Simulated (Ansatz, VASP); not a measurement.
## ZnO (sol): VASP beside Ansatz

```
Zn O
1.0
     3.23097    0.00000    0.00000
    -1.61549    2.79810    0.00000
     0.00000    0.00000    5.21541
Zn O
2 2
Cartesian
  0.0000 1.8654 0.0106
  1.6155 0.9327 2.6183
  0.0000 1.8654 1.9869
  1.6155 0.9327 4.5946
```

Alike in both runs: functional PBEsol; k mesh 9 × 9 × 6; occupations gaussian, width 0.02 eV; no spin polarisation.

Ansatz relaxed the structure, and its values are those at the end. VASP's run is a single point on that final structure, the one shown.

|  | VASP | Ansatz |
| --- | --- | --- |
| version | VASP 6.6.1 | Ansatz 0.2.0 |
| potentials or method | VASP PAW PBE potentials, release 64 (Zn, O) | scalar-relativistic, plane waves, PAW |
| plane-wave cutoff (eV) | 520 | 420 |
| valence electrons in the cell | 36 | 36 |

|  | VASP | Ansatz | Ansatz less VASP |
| --- | --- | --- | --- |
| gap on the k mesh at the Fermi level (eV) | 0.69 | 0.70 | +0.012 |
| least direct gap on the mesh (eV) | 0.69 | 0.70 | +0.012 |
| pressure (GPa) | 0.6 | 0.0 | -0.64 |

The functional is the same, so the differences come from potentials, cutoffs and numerics. Ansatz warned: «pseudo_functional_mismatch».

Caveats: the PAW data sets were made with another functional, which shifts forces and pressure a little (VASP).
